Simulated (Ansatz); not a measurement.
# WS2 in Ansatz: equation of state

How stiff is WS2 in PBE, and what volume does it want? The cell is scaled to several volumes.

All numbers are computed with Ansatz 0.2.0; they aren't measurements. Logs are shortened: lines on timing, memory, paths and dates and some standing lists are left out, and cuts for length are marked.

## (1) The structure

The cell holds a slab with vacuum, 3 atoms: a = 3.184 Å, b = 3.184 Å, c = 16.951 Å, α = 90.00°, β = 90.00°, γ = 120.00°.

## (2) Single point, PBE, 46.62 Å³/atom (volume scaled by 0.94)

The input, input.yaml:

```yaml
crystal:
  lattice:
    - [3.1185283984, 0.0, 0.0]
    - [-1.5592641992, 2.7007248154, 0.0]
    - [0.0, 0.0, 16.6045506357]
  atoms:
    - { symbol: W, position: [0.0, 0.0, 0.0] }
    - { symbol: S, position: [0.3333333333, 0.6666666667, 0.09200051] }
    - { symbol: S, position: [0.3333333333, 0.6666666667, 0.90799949] }
hamiltonian:
  xc: pbe
  pseudopotentials: { kind: paw }
kpoints:
  mp_grid: { grid: [10, 10, 2] }
scf:
  occupations: { method: fermi_dirac, width: 0.05 }
output:
  forces: true
  stress: true
  eigenvalues: true
```

Potentials or basis: Ansatz PAW.

The run is started by

```console
ansatz run input.yaml --threads 2 --pin off --max-ram 5120MiB --backend cpu --events-out ev --progress --plain --runs-dir out
```

The program printed:

```text
Warning: RAYON_NUM_THREADS=2 ignored (pool sized by the plan → 2); use --threads N
Engine: ansatz 0.2.0, x86_64-unknown-linux-gnu
Pseudopotentials: kind: paw
Pseudopotential: W, paw, valence charge 14, recommended cutoff 420 eV (normal), W.paw.azcp
Pseudopotential: S, paw, valence charge 6, recommended cutoff 420 eV (normal), S.paw.azcp
Functional definition: PBE
  parameter kappa = 0.804
  parameter beta = 0.06672455060314922
  exchange = pbe_x(kappa = kappa, mu = beta*pi^2/3)
  correlation = pbe_c(beta = beta)
Crystal: 3 atoms, lattice volume = 139.848 Å³
Basis set: ecut = 420 eV, 2707 PW (Γ), exchange–correlation on 48×48×240 points (8 copies of the dense FFT grid, shifted against one another)
Bands: 17, of which v1, the nominal top of the filled ones, is band 13 counted from 1 (12 counted from 0)
Symmetry: 12 space group operations
Space group: P-6m2 (ITA 187), of the structure as read, at distance tolerance 5.2e-5 Å
k-points: 28 of 200 (time reversal used)
Non-local potential: W, projectors of the file, l = 0: 3, l = 1: 2, l = 2: 2, l = 3: 1
Non-local potential: S, projectors of the file, l = 0: 2, l = 1: 2, l = 2: 2
PAW form: soft (Blöchl's): semilocal exchange-correlation on the pseudo side does not see the compensation charge
PAW one-centre angular grid: W, 590 points (default); XC on 64 Gauss nodes
PAW one-centre angular grid: S, 110 points (default); XC on 64 Gauss nodes
Initial density: superposition of atomic densities (neutral atoms: chi_scale 0, normalization atom), corrected by the library's trained network
Initial wavefunctions: pseudopotential atomic-orbital guess
Functional: x = pbe(κ = 0.804, μ = 0.2195149727645171), c = pbe(β = 0.06672455060314922)
SCF iter   1: F=—  HF=-12191.290292 eV  |F-HF|=—  |Δ(HF+E_count)|=         —  Δρ=4.12e-3  dr2=4.23e-2  ethr=1.77e-3  ⟨swp⟩=9.6  Hψ=3551  notcnv=0
preconditioner: auto → none  [insulator: Δε(μ)=2.105 eV  Ē_g=9.116 eV  σ=0.050 eV  W_gap=1.00  n_scr=10 (ndim 8)  ℏωp=13.3 eV  f_vac=0.606  D(μ)=0.00/eV (n_scr^D=0)  ε∞_Penn≈3.1]
SCF iter   2: F=—  HF=-12191.307284 eV  |F-HF|=—  |Δ(HF+E_count)|=   1.70e-2  Δρ=4.93e-3  dr2=1.18e-1  ethr=1.63e-4  ⟨swp⟩=4.0  Hψ=1383  notcnv=0
SCF iter   3: F=—  HF=-12191.288880 eV  |F-HF|=—  |Δ(HF+E_count)|=   1.84e-2  Δρ=1.36e-3  dr2=1.50e-3  ethr=1.63e-4  ⟨swp⟩=3.1  Hψ=877  notcnv=0
SCF iter   4: F=—  HF=-12191.290874 eV  |F-HF|=—  |Δ(HF+E_count)|=   1.99e-3  Δρ=2.28e-4  dr2=3.16e-5  ethr=5.76e-6  ⟨swp⟩=2.0  Hψ=740  notcnv=0
SCF iter   5: F=—  HF=-12191.290948 eV  |F-HF|=—  |Δ(HF+E_count)|=   7.35e-5  Δρ=4.66e-5  dr2=2.62e-6  ethr=1.22e-7  ⟨swp⟩=3.5  Hψ=1119  notcnv=0
SCF iter   6: F=-12191.290948 eV  HF=-12191.290948 eV  |F-HF|=1.42e-7  |Δ(HF+E_count)|=   6.75e-7  Δρ=1.13e-5  dr2=7.55e-8  ethr=3.85e-10  ⟨swp⟩=7.6  Hψ=3151  notcnv=0
SCF 1 converged in 6 iterations: F = -12191.290948 eV  dr2 = 7.55e-8
SCF converged after 6 iterations
Free energy (F): -12191.290948 eV
Harris-Foulkes:  -12191.290948 eV  (|F-HF|=1.42e-7)
Internal energy: -12191.290948 eV  (E = F + TS)
E sigma→0 (E₀):  -12191.290948 eV
Fermi energy:    1.685651 eV
--- Per-component energies (eV) ---
  E_band       = -459.041755
  E_kinetic    = 671.971392
  E_local      = -12576.463989  (includes V_loc(G=0)·N_el)
  E_nonlocal   = 57.603053
  E_hartree    = 5970.440460
  E_xc         = -464.096553
  E_vxc        = -417.567039  (∫ρ·V_xc dr)
  E_paw        = -9763.508891  (= ΣΔE_a)
  E_vpaw       = -135.463893  (= ΣTr[D̂ρ^β])
  E_aug_tail   = -0.000059  (compensation charges beyond the density's cutoff)
  E_ewald      = 3912.763639
  E_smearing   = -0.000000  (= −TS)
  E_closure    = 0.000000  (closes the sum)
  Σ components = -12191.290948   (vs F -12191.290948, Δ=0.00e0)
--- Forces (eV/Å), atoms counted from 1 ---
  atom   1  W     -0.00000000     0.00000000     0.00000000
  atom   2  S      0.00000000    -0.00000000     1.48604108
  atom   3  S      0.00000000    -0.00000000    -1.48604108
  max |Σ_I F_I| component: 9.25e-18 eV/Å
--- Stress (GPa, compression-positive) ---
        4.530829      -0.000000       0.000000
       -0.000000       4.530829       0.000000
        0.000000       0.000000       5.201588
  P = ⅓ Tr σ = 4.7544 GPa (47.544 kbar)
--- Band table (eV; the first three rows and the last of 28) ---
  k-point 0: bands = ["-73.1320", "-37.4910", "-37.2785", "-37.2785", "-14.5276", "-12.6407", "-6.0122", "-2.4404", "-2.4404", "-1.4959", "-1.0679", "-1.0679", "0.6268", "3.7432", "3.7432", "4.0206", "4.0206"]
  k-point 1: bands = ["-73.1320", "-37.4910", "-37.2785", "-37.2785", "-14.5276", "-12.6407", "-6.0122", "-2.4404", "-2.4404", "-1.4959", "-1.0679", "-1.0679", "0.6268", "3.7432", "3.7432", "4.0206", "4.0206"]
  k-point 2: bands = ["-73.1298", "-37.4832", "-37.3206", "-37.2881", "-14.3460", "-12.5822", "-5.8072", "-2.8638", "-2.2601", "-2.1245", "-1.3399", "-0.7368", "0.5393", "3.5875", "3.6219", "3.8531", "4.0805"]
  k-point 27: bands = ["-73.1064", "-37.6176", "-37.5249", "-37.3999", "-11.8712", "-11.7598", "-5.4318", "-5.1524", "-3.8561", "-3.2913", "-2.7731", "-1.6128", "0.4664", "2.8040", "4.2234", "4.8856", "6.6313"]
```

Wall time 2.5 s (2 threads of AMD EPYC 7R43 (Zen 3), shared host); peak memory 0.42 GiB.

Results:

```
Free energy            : -12191.2909 eV
Largest force          : 1.486 eV/Å
Band gap on the k mesh : 2.18 eV, indirect (least direct gap 2.34 eV)
```

Caveat: spin-orbit coupling is left out, which moves the levels of the heavy elements.

## (3) Single point, PBE, 47.61 Å³/atom (volume scaled by 0.96)

Changes to input.yaml since step 2:

```diff
@@ -2,5 +2,5 @@
   lattice:
-    - [3.1185283984, 0.0, 0.0]
-    - [-1.5592641992, 2.7007248154, 0.0]
-    - [0.0, 0.0, 16.6045506357]
+    - [3.1404905896, 0.0, 0.0]
+    - [-1.5702452948, 2.7197446309, 0.0]
+    - [0.0, 0.0, 16.7214879437]
   atoms:
```

Potentials or basis: Ansatz PAW.

The run is started by

```console
ansatz run input.yaml --threads 2 --pin off --max-ram 5120MiB --backend cpu --events-out ev --progress --plain --runs-dir out
```

It took 2.9 s on 2 threads of AMD EPYC 7R43 (Zen 3), shared host; peak memory 0.43 GiB.

Results (log left out):

```yaml
Free_energy: -12191.3647 eV
Largest_force: 1.045 eV/Å
Band_gap_on_the_k_mesh: 2.11 eV, indirect (least direct gap 2.27 eV)
```

Caveat: spin-orbit coupling is left out, which moves the levels of the heavy elements.

## (4) Single point, PBE, 48.60 Å³/atom (volume scaled by 0.98)

Changes to input.yaml since step 3:

```diff
@@ -2,5 +2,5 @@
   lattice:
-    - [3.1404905896, 0.0, 0.0]
-    - [-1.5702452948, 2.7197446309, 0.0]
-    - [0.0, 0.0, 16.7214879437]
+    - [3.1621498298, 0.0, 0.0]
+    - [-1.5810749149, 2.7385020831, 0.0]
+    - [0.0, 0.0, 16.8368121945]
   atoms:
```

The run is started by

```console
ansatz run input.yaml --threads 2 --pin off --max-ram 5120MiB --backend cpu --events-out ev --progress --plain --runs-dir out
```

It took 2.4 s on 2 threads of AMD EPYC 7R43 (Zen 3), shared host; peak memory 0.43 GiB.

Results (log left out):

```yaml
Free_energy: -12191.4113 eV
Largest_force: 0.637 eV/Å
Band_gap_on_the_k_mesh: 2.05 eV, indirect (least direct gap 2.21 eV)
```

Caveat: spin-orbit coupling is left out, which moves the levels of the heavy elements.

## (5) Single point, PBE, 49.59 Å³/atom

Changes to input.yaml since step 4:

```diff
@@ -2,5 +2,5 @@
   lattice:
-    - [3.1621498298, 0.0, 0.0]
-    - [-1.5810749149, 2.7385020831, 0.0]
-    - [0.0, 0.0, 16.8368121945]
+    - [3.1835163552, 0.0, 0.0]
+    - [-1.5917581776, 2.7570060369, 0.0]
+    - [0.0, 0.0, 16.95057789]
   atoms:
```

Potentials or basis: Ansatz PAW.

The run is started by

```console
ansatz run input.yaml --threads 2 --pin off --max-ram 5120MiB --backend cpu --events-out ev --progress --plain --runs-dir out
```

The program printed:

```text
Warning: RAYON_NUM_THREADS=2 ignored (pool sized by the plan → 2); use --threads N
Engine: ansatz 0.2.0, x86_64-unknown-linux-gnu
Pseudopotentials: kind: paw
Pseudopotential: W, paw, valence charge 14, recommended cutoff 420 eV (normal), W.paw.azcp
Pseudopotential: S, paw, valence charge 6, recommended cutoff 420 eV (normal), S.paw.azcp
Functional definition: PBE
  parameter kappa = 0.804
  parameter beta = 0.06672455060314922
  exchange = pbe_x(kappa = kappa, mu = beta*pi^2/3)
  correlation = pbe_c(beta = beta)
Crystal: 3 atoms, lattice volume = 148.775 Å³
Basis set: ecut = 420 eV, 2937 PW (Γ), exchange–correlation on 48×48×240 points (8 copies of the dense FFT grid, shifted against one another)
Bands: 17, of which v1, the nominal top of the filled ones, is band 13 counted from 1 (12 counted from 0)
Symmetry: 12 space group operations
Space group: P-6m2 (ITA 187), of the structure as read, at distance tolerance 5.3e-5 Å
k-points: 28 of 200 (time reversal used)
Non-local potential: W, projectors of the file, l = 0: 3, l = 1: 2, l = 2: 2, l = 3: 1
Non-local potential: S, projectors of the file, l = 0: 2, l = 1: 2, l = 2: 2
PAW form: soft (Blöchl's): semilocal exchange-correlation on the pseudo side does not see the compensation charge
PAW one-centre angular grid: W, 590 points (default); XC on 64 Gauss nodes
PAW one-centre angular grid: S, 110 points (default); XC on 64 Gauss nodes
Initial density: superposition of atomic densities (neutral atoms: chi_scale 0, normalization atom), corrected by the library's trained network
Initial wavefunctions: pseudopotential atomic-orbital guess
Functional: x = pbe(κ = 0.804, μ = 0.2195149727645171), c = pbe(β = 0.06672455060314922)
SCF iter   1: F=—  HF=-12191.428424 eV  |F-HF|=—  |Δ(HF+E_count)|=         —  Δρ=3.44e-3  dr2=2.26e-2  ethr=1.77e-3  ⟨swp⟩=9.2  Hψ=3429  notcnv=0
preconditioner: auto → none  [insulator: Δε(μ)=1.943 eV  Ē_g=8.716 eV  σ=0.050 eV  W_gap=1.00  n_scr=10 (ndim 8)  ℏωp=12.9 eV  f_vac=0.610  D(μ)=0.00/eV (n_scr^D=0)  ε∞_Penn≈3.2]
SCF iter   2: F=—  HF=-12191.440713 eV  |F-HF|=—  |Δ(HF+E_count)|=   1.23e-2  Δρ=3.66e-3  dr2=6.56e-2  ethr=8.68e-5  ⟨swp⟩=3.6  Hψ=1286  notcnv=0
SCF iter   3: F=—  HF=-12191.431517 eV  |F-HF|=—  |Δ(HF+E_count)|=   9.20e-3  Δρ=1.29e-3  dr2=1.71e-3  ethr=8.68e-5  ⟨swp⟩=2.6  Hψ=798  notcnv=0
SCF iter   4: F=—  HF=-12191.433467 eV  |F-HF|=—  |Δ(HF+E_count)|=   1.95e-3  Δρ=2.12e-4  dr2=1.75e-5  ethr=6.58e-6  ⟨swp⟩=2.1  Hψ=689  notcnv=0
SCF iter   5: F=—  HF=-12191.433550 eV  |F-HF|=—  |Δ(HF+E_count)|=   8.24e-5  Δρ=2.79e-5  dr2=1.36e-6  ethr=6.72e-8  ⟨swp⟩=3.1  Hψ=1127  notcnv=0
SCF iter   6: F=-12191.433550 eV  HF=-12191.433550 eV  |F-HF|=7.81e-8  |Δ(HF+E_count)|=   1.32e-7  Δρ=8.74e-6  dr2=8.54e-8  ethr=3.85e-10  ⟨swp⟩=7.1  Hψ=3020  notcnv=0
SCF 1 converged in 6 iterations: F = -12191.433550 eV  dr2 = 8.54e-8
SCF converged after 6 iterations
Free energy (F): -12191.433550 eV
Harris-Foulkes:  -12191.433550 eV  (|F-HF|=7.81e-8)
Internal energy: -12191.433550 eV  (E = F + TS)
E sigma→0 (E₀):  -12191.433550 eV
Fermi energy:    1.255533 eV
--- Per-component energies (eV) ---
  E_band       = -466.537767
  E_kinetic    = 665.926194
  E_local      = -12404.999597  (includes V_loc(G=0)·N_el)
  E_nonlocal   = 57.290121
  E_hartree    = 5882.536244
  E_xc         = -461.956014
  E_vxc        = -414.737409  (∫ρ·V_xc dr)
  E_paw        = -9763.119345  (= ΣΔE_a)
  E_vpaw       = -135.080878  (= ΣTr[D̂ρ^β])
  E_aug_tail   = -0.000060  (compensation charges beyond the density's cutoff)
  E_ewald      = 3832.888907
  E_smearing   = -0.000000  (= −TS)
  E_closure    = 0.000000  (closes the sum)
  Σ components = -12191.433550   (vs F -12191.433550, Δ=0.00e0)
--- Forces (eV/Å), atoms counted from 1 ---
  atom   1  W      0.00000000    -0.00000000     0.00000000
  atom   2  S      0.00000000     0.00000000     0.25915947
  atom   3  S     -0.00000000     0.00000000    -0.25915947
  max |Σ_I F_I| component: 6.94e-18 eV/Å
--- Stress (GPa, compression-positive) ---
        0.443419       0.000000       0.000000
        0.000000       0.443419       0.000000
        0.000000       0.000000       0.870586
  P = ⅓ Tr σ = 0.5858 GPa (5.858 kbar)
--- Band table (eV; the first three rows and the last of 28) ---
  k-point 0: bands = ["-73.6538", "-37.9342", "-37.7853", "-37.7853", "-14.4965", "-12.8213", "-6.0554", "-2.6183", "-2.6183", "-1.7843", "-1.3714", "-1.3714", "0.2885", "3.1799", "3.1799", "3.3617", "3.3617"]
  k-point 1: bands = ["-73.6538", "-37.9342", "-37.7853", "-37.7853", "-14.4965", "-12.8213", "-6.0554", "-2.6183", "-2.6183", "-1.7843", "-1.3714", "-1.3714", "0.2885", "3.1799", "3.1799", "3.3617", "3.3617"]
  k-point 2: bands = ["-73.6522", "-37.9284", "-37.8179", "-37.7929", "-14.3326", "-12.7630", "-5.8617", "-3.0298", "-2.4577", "-2.3457", "-1.6216", "-1.0957", "0.1934", "2.9946", "3.0610", "3.2176", "3.4814"]
  k-point 27: bands = ["-73.6353", "-38.0497", "-37.9784", "-37.8656", "-12.1189", "-11.9621", "-5.4123", "-5.2385", "-4.0026", "-3.5442", "-3.0169", "-1.9551", "0.1264", "2.2796", "3.7228", "4.1877", "5.7397"]
```

Run time: 2.8 s. Hardware: 2 threads of AMD EPYC 7R43 (Zen 3), shared host; peak memory 0.44 GiB.

What came out:

| Item | Value |
| --- | --- |
| Free energy | -12191.4336 eV |
| Largest force | 0.259 eV/Å |
| Band gap on the k mesh | 1.99 eV, indirect (least direct gap 2.15 eV) |

Caveat: spin-orbit coupling is left out, which moves the levels of the heavy elements.

## (6) Single point, PBE, 50.58 Å³/atom (volume scaled by 1.02)

Changes to input.yaml since step 5:

```diff
@@ -2,5 +2,5 @@
   lattice:
-    - [3.1835163552, 0.0, 0.0]
-    - [-1.5917581776, 2.7570060369, 0.0]
-    - [0.0, 0.0, 16.95057789]
+    - [3.2045998594, 0.0, 0.0]
+    - [-1.6022999297, 2.7752648871, 0.0]
+    - [0.0, 0.0, 17.0628366442]
   atoms:
```

Potentials or basis: Ansatz PAW.

The run is started by

```console
ansatz run input.yaml --threads 2 --pin off --max-ram 5120MiB --backend cpu --events-out ev --progress --plain --runs-dir out
```

Run time: 2.6 s. Hardware: 2 threads of AMD EPYC 7R43 (Zen 3), shared host; peak memory 0.44 GiB.

The run converged. Its results:

- Free energy: -12191.4339 eV
- Largest force: 0.090 eV/Å
- Band gap on the k mesh: 1.93 eV, indirect (least direct gap 2.10 eV)

Caveat: spin-orbit coupling is left out, which moves the levels of the heavy elements.

## (7) Single point, PBE, 51.58 Å³/atom (volume scaled by 1.04)

Changes to input.yaml since step 6:

```diff
@@ -2,5 +2,5 @@
   lattice:
-    - [3.2045998594, 0.0, 0.0]
-    - [-1.6022999297, 2.7752648871, 0.0]
-    - [0.0, 0.0, 17.0628366442]
+    - [3.2254095325, 0.0, 0.0]
+    - [-1.6127047662, 2.7932865927, 0.0]
+    - [0.0, 0.0, 17.1736373894]
   atoms:
@@ -20 +20,5 @@
   eigenvalues: true
+  write_density: true
+  write_potential: true
+  elf: true
+  volumetric_format: npy
```

The run is started by

```console
ansatz run input.yaml --threads 2 --pin off --max-ram 5120MiB --backend cpu --events-out ev --progress --plain --runs-dir out
```

Wall time 3.8 s (2 threads of AMD EPYC 7R43 (Zen 3), shared host); peak memory 0.44 GiB.

The run converged. Its results:

| Item | Value |
| --- | --- |
| Free energy | -12191.4145 eV |
| Largest force | 0.413 eV/Å |
| Band gap on the k mesh | 1.88 eV, indirect (least direct gap 2.04 eV) |

Caveat: spin-orbit coupling is left out, which moves the levels of the heavy elements.

## (8) Single point, PBE, 52.57 Å³/atom (volume scaled by 1.06)

Changes to input.yaml since step 7:

```diff
@@ -2,5 +2,5 @@
   lattice:
-    - [3.2254095325, 0.0, 0.0]
-    - [-1.6127047662, 2.7932865927, 0.0]
-    - [0.0, 0.0, 17.1736373894]
+    - [3.2459540962, 0.0, 0.0]
+    - [-1.6229770481, 2.8110787067, 0.0]
+    - [0.0, 0.0, 17.2830265641]
   atoms:
@@ -20,5 +20 @@
   eigenvalues: true
-  write_density: true
-  write_potential: true
-  elf: true
-  volumetric_format: npy
```

The run is started by

```console
ansatz run input.yaml --threads 2 --pin off --max-ram 5120MiB --backend cpu --events-out ev --progress --plain --runs-dir out
```

Wall time 3.3 s (2 threads of AMD EPYC 7R43 (Zen 3), shared host); peak memory 0.43 GiB.

Results (log left out):

- Free energy: -12191.3774 eV
- Largest force: 0.712 eV/Å
- Band gap on the k mesh: 1.83 eV, indirect (least direct gap 1.99 eV)

Caveat: spin-orbit coupling is left out, which moves the levels of the heavy elements.

## (9) Equation of state, PBE

Potentials or basis: Ansatz PAW.

No new run: the results of the series are fitted here.

What came out:

- Equilibrium volume: 50.10 Å³/atom
- Bulk modulus at fixed shape and positions: 56 GPa
- Pressure derivative of the bulk modulus: 4.4

Energy against volume, from the lowest point:
| volume (Å³/atom) | energy (meV/atom) |
| --- | --- |
| 46.616 | 47.64 |
| 47.608 | 23.05 |
| 48.600 | 7.51 |
| 49.592 | 0.10 |
| 50.583 | 0.00 |
| 51.575 | 6.46 |
| 52.567 | 18.83 |

Caveat: the cell was scaled at fixed shape and fractional positions, which overstates the stiffness of a crystal with free parameters, most of all of layers and chains.
